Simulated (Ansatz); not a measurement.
## Where the states of LiF lie

```xyz
2
Lattice="0.0000 2.0140 2.0140 2.0140 0.0000 2.0140 2.0140 2.0140 0.0000" Properties=species:S:1:pos:R:3 pbc="T T T"
Li    0.0000    0.0000    0.0000
F     2.0140    2.0140    2.0140
```

The conventional cell has a = 4.028 Å, b = 4.028 Å, c = 4.028 Å, α = 90.00°, β = 90.00°, γ = 90.00°. Li (atom 1) has 6 F at 2.01 Å as nearest neighbours. F (atom 2) has 6 Li at 2.01 Å as nearest neighbours.

The cell is COD entry 1010990, as deposited and not checked against the literature; nothing was relaxed.

Computed with Ansatz 0.2.0, DFT, PBE, all-electron LAPW, scalar-relativistic.

The runs use a Γ-centred 10×10×10 k mesh, Fermi–Dirac smearing of 0.03 eV, basis error target 0.25 meV/atom, no spin polarisation.

Problem. Which of the resolved shells contributes most in the top eV of the valence band?

Solution. F 2p, with 99 % of all states there; Li 2s follows with 0 %.

Problem. Tabulate the density of states.

Solution. States per eV and cell, averaged over 0.4 eV, from -3.0 to 0.0 eV, with energies (bin centres) from the valence-band top; empty bins are left out. The partial columns, the largest 2 alone, are projections on Löwdin-orthogonalised atomic shells (those that the program's projection atoms carry: the occupied ones and, for some elements, an empty d or f shell; other empty shells have no column), summed over atoms of an element. Weights on diffuse s and p shells depend on that basis and aren't pure angular character.
| E (eV) | total | F 2p | Li 2s |
| --- | --- | --- | --- |
| -2.9 | 0.17 | 0.16 | 0.00 |
| -2.5 | 1.37 | 1.29 | 0.05 |
| -2.1 | 2.19 | 2.05 | 0.11 |
| -1.7 | 1.38 | 1.30 | 0.05 |
| -1.3 | 1.66 | 1.61 | 0.02 |
| -0.9 | 2.46 | 2.41 | 0.01 |
| -0.5 | 3.80 | 3.76 | 0.01 |
| -0.1 | 1.98 | 1.97 | 0.00 |
